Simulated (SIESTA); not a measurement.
BaTe:

```xyz
2
Lattice="0.0000 3.4100 3.4100 3.4100 0.0000 3.4100 3.4100 3.4100 0.0000" Properties=species:S:1:pos:R:3 pbc="T T T"
Ba    0.0000    0.0000    0.0000
Te    3.4100    3.4100    3.4100
```

Base run:

| Quantity | Value |
| --- | --- |
| Program | SIESTA 5.4.2 |
| Functional | LDA |
| Potentials or basis | PseudoDojo 0.4 standard (LDA files) |
| Basis | DZP (energy shift 0.003 Ry; two zetas on semicore shells; d shell added on Ba) |
| Grid cutoff | 500 Ry |
| Energy shift | 0.003 Ry |
| k mesh | 7 × 7 × 7 |
| Occupations | fermi-dirac, width 0.05 eV |
| Spin | no spin polarisation |

Its results: band gap on the k mesh 1.28 eV, indirect (least direct gap 1.68 eV); pressure 1.6 GPa.

Q: The run is repeated on the same cell with these changes: functional from LDA to PBE; potentials or basis from PseudoDojo 0.4 standard (LDA files) to PseudoDojo 0.4 standard (PBE files). What comes out?

A: Band gap on the k mesh 1.36 eV, indirect (least direct gap 1.76 eV); pressure 4.6 GPa.

Caveats: this set's barium file shifts pressures by up to 1 GPa against other sets; spin-orbit coupling is left out, which moves the levels of the heavy elements; the basis of atomic orbitals isn't converged, which shifts pressures, moduli and gaps; the basis holds too few empty states to meet the f-sum rule, so the spectrum is short of weight at high energy (some runs); an odd mesh through Γ misses points on the zone boundary, where band edges often lie (some runs).
